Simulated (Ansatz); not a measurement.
**HfSi3 (AuCu3 type): response to moved atoms and strain**

How does HfSi3 (AuCu3 type) push back when it is distorted? Each run changes the relaxed cell in one way. This structure was made by substitution into a known type, so it needn't be the compound's stable form.

Method: DFT PBEsol, scalar-relativistic, plane waves, PAW, in Ansatz 0.2.0.

**1. The structure to begin with**

Symmetry: Pm-3m, No. 221, cubic system. Conventional cell: a = 3.930 Å, b = 3.930 Å, c = 3.930 Å, α = 90.00°, β = 90.00°, γ = 90.00°. Hf (site symmetry m-3m) has 12 Si at 2.78 Å as nearest neighbours. Si (site symmetry 4/mmm) has 4 Hf at 2.78 Å and 8 Si at 2.78 Å as nearest neighbours.

As a file:

```
Hf Si
1.0
     3.93001    0.00000    0.00000
     0.00000    3.93001    0.00000
     0.00000    0.00000    3.93001
Hf Si
1 3
Direct
  0.00000 0.00000 0.00000
  0.00000 0.50000 0.50000
  0.50000 0.50000 0.00000
  0.50000 0.00000 0.50000
```

This cell comes from an earlier session at PBEsol: 15.175 Å³/atom at 0.09 GPa, on a 8×8×8 mesh.

The changes: atom 3 (Si) moved 0.12 Å along x; strain e1 = +0.02, atoms carried along.

**2. Atom 3 (Si) moved 0.12 Å along x**

Input file input.yaml:

```yaml
crystal:
  lattice:
    - [3.9300057715, 0.0, 0.0]
    - [0.0, 3.9300057715, 0.0]
    - [0.0, 0.0, 3.9300057715]
  atoms:
    - { symbol: Hf, position: [0.0, 0.0, 0.0] }
    - { symbol: Si, position: [0.0, 0.5, 0.5] }
    - { symbol: Si, position: [0.5305343063, 0.5, 0.0] }
    - { symbol: Si, position: [0.5, 0.0, 0.5] }
basis:
  ecutwfc: 420
  ecutrho_ratio: 4
kpoints:
  mp_grid: { grid: [8, 8, 8] }
hamiltonian:
  xc: pbesol
scf:
  occupations: { method: gaussian, width: 0.05 }
output:
  forces: true
  stress: true
  eigenvalues: true
```

Log, shortened:

```text
Warning: RAYON_NUM_THREADS=4 ignored (pool sized by the plan → 4); use --threads N
[...]
Pseudopotentials: kind: paw
Pseudopotential: Hf, paw, valence charge 26, recommended cutoff 420 eV (normal), Hf.paw.azcp
Pseudopotential: Si, paw, valence charge 4, recommended cutoff 420 eV (normal), Si.paw.azcp
Functional definition: PBEsol
[...]
Crystal: 4 atoms, lattice volume = 60.699 Å³
Basis set: ecut = 420 eV, 1213 PW (Γ), exchange–correlation on 54×54×54 points (8 copies of the dense FFT grid, shifted against one another)
Bands: 23, of which v1, the nominal top of the filled ones, is band 19 counted from 1 (18 counted from 0)
Symmetry: 4 space group operations
Space group: Pmm2 (ITA 25), of the structure as read, at distance tolerance 3.9e-5 Å
k-points: 125 of 512 (time reversal used)
[...]
SCF iter   1: F=—  HF=-17463.113082 eV  |F-HF|=—  |Δ(HF+E_count)|=         —  Δρ=3.93e-3  dr2=1.02e-2  ethr=1.77e-3  ⟨swp⟩=6.2  Hψ=13087  notcnv=0
[...]
SCF iter   7: F=-17463.111361 eV  HF=-17463.111361 eV  |F-HF|=1.26e-9  |Δ(HF+E_count)|=   1.01e-7  Δρ=3.70e-6  dr2=6.66e-9  ethr=2.63e-10  ⟨swp⟩=4.7  Hψ=10758  notcnv=0
[...]
SCF converged after 7 iterations
Free energy (F): -17463.111361 eV
[...]
E sigma→0 (E₀):  -17463.109642 eV
Entropy (-TS):   -0.003438 eV (-0.860 meV/atom)
Fermi energy:    15.435282 eV
[...]
--- Forces (eV/Å), atoms counted from 1 ---
  atom   1  Hf     0.56325460     0.00000000     0.00000000
  atom   2  Si     0.12206133     0.00000000     0.00000000
  atom   3  Si    -0.75195850     0.00000000     0.00000000
  atom   4  Si     0.06664419     0.00000000     0.00000000
[...]
--- Stress (GPa, compression-positive) ---
        0.476944       0.000000       0.000000
        0.000000       0.912699       0.000000
        0.000000       0.000000       0.233834
  P = ⅓ Tr σ = 0.5412 GPa (5.412 kbar)
--- Band table (eV; the first three rows and the last of 125) ---
  k-point 0: bands = ["-46.9764", "-15.7241", "-15.7229", "-15.7228", "1.7798", "3.0226", "3.0229", "3.0232", "3.0297", "3.0306", "3.0309", "3.0433", "9.2834", "9.3524", "11.1409", "11.1506", "11.2054", "15.1358", "15.2752", "15.3027", "15.3134", "17.6325", "17.6493"]
[...]
```

Wall time 7.9 s (4 threads of an Arm CPU, shared host); peak memory 0.49 GiB.

This gives: volume 15.175 Å³/atom, pressure 0.54 GPa, a metal on this mesh.

Forces on the atoms, as numbers:

| atom | x (eV/Å) | y (eV/Å) | z (eV/Å) |
| --- | --- | --- | --- |
| Hf1 | 0.563 | 0.000 | 0.000 |
| Si2 | 0.122 | 0.000 | 0.000 |
| Si3 | -0.752 | 0.000 | 0.000 |
| Si4 | 0.067 | 0.000 | 0.000 |

**3. Strain e1 = +0.02, atoms carried along**

input.yaml, as its differences from that of step 2:

```diff
@@ -2,3 +2,3 @@
   lattice:
-    - [3.9300057715, 0.0, 0.0]
+    - [4.0086058869, 0.0, 0.0]
     - [0.0, 3.9300057715, 0.0]
@@ -8,3 +8,3 @@
     - { symbol: Si, position: [0.0, 0.5, 0.5] }
-    - { symbol: Si, position: [0.5305343063, 0.5, 0.0] }
+    - { symbol: Si, position: [0.5, 0.5, 0.0] }
     - { symbol: Si, position: [0.5, 0.0, 0.5] }
```

Log, shortened:

```text
Warning: RAYON_NUM_THREADS=4 ignored (pool sized by the plan → 4); use --threads N
[...]
[... 4 set-up lines as earlier in the session ...]
[...]
Crystal: 4 atoms, lattice volume = 61.913 Å³
Basis set: ecut = 420 eV, 1221 PW (Γ), exchange–correlation on 54×54×54 points (8 copies of the dense FFT grid, shifted against one another)
Bands: 23, of which v1, the nominal top of the filled ones, is band 19 counted from 1 (18 counted from 0)
Symmetry: 16 space group operations
Space group: P4/mmm (ITA 123), of the structure as read, at distance tolerance 4.0e-5 Å
k-points: 75 of 512
[...]
SCF iter   1: F=—  HF=-17463.150488 eV  |F-HF|=—  |Δ(HF+E_count)|=         —  Δρ=3.86e-3  dr2=9.90e-3  ethr=1.77e-3  ⟨swp⟩=5.8  Hψ=7679  notcnv=0
[...]
SCF iter   7: F=-17463.148749 eV  HF=-17463.148749 eV  |F-HF|=5.75e-10  |Δ(HF+E_count)|=   7.13e-8  Δρ=3.17e-6  dr2=4.79e-9  ethr=2.63e-10  ⟨swp⟩=4.7  Hψ=6307  notcnv=0
[...]
SCF converged after 7 iterations
Free energy (F): -17463.148749 eV
[...]
E sigma→0 (E₀):  -17463.146917 eV
Entropy (-TS):   -0.003664 eV (-0.916 meV/atom)
Fermi energy:    15.088154 eV
[...]
--- Forces (eV/Å), atoms counted from 1 ---
  atom   1  Hf     0.00000000    -0.00000000     0.00000000
  atom   2  Si     0.00000000     0.00000000     0.00000000
  atom   3  Si    -0.00000000    -0.00000000     0.00000000
  atom   4  Si     0.00000000     0.00000000     0.00000000
[...]
--- Stress (GPa, compression-positive) ---
       -2.438444      -0.000000       0.000000
       -0.000000      -2.052415       0.000000
        0.000000       0.000000      -2.052415
  P = ⅓ Tr σ = -2.1811 GPa (-21.811 kbar)
--- Band table (eV; the first three rows and the last of 75) ---
[... band rows left out ...]
[...]
```

It took 3 s on 4 threads of an Arm CPU, shared host; peak memory 0.41 GiB.

This gives: volume 15.478 Å³/atom, pressure -2.18 GPa, no gap.

**4. The distortions side by side**

| change | change of free energy (meV/atom) | largest force (eV/Å) | largest change of stress (GPa) |
| --- | --- | --- | --- |
| atom 3 (Si) moved 0.12 Å along x | 11.59 | 0.752 | 0.82 |
| strain e1 = +0.02, atoms carried along | 2.24 | 0.000 | 2.53 |

Moving atom 3 by 0.12 Å meets a restoring force of 0.752 eV/Å along the move, a force constant of about 6.3 eV/Å². The strain e1 = +0.02 changes that stress component by -2.53 GPa (compression positive), a ratio of 126 GPa; that is a secant over a finite strain with the atoms carried along, not the elastic constant. No change lowers the energy by more than 0.5 meV/atom; other distortions weren't tried. Spin–orbit coupling is left out, though the cell holds Hf; in elements this heavy it can shift levels and gaps by tenths of an eV.
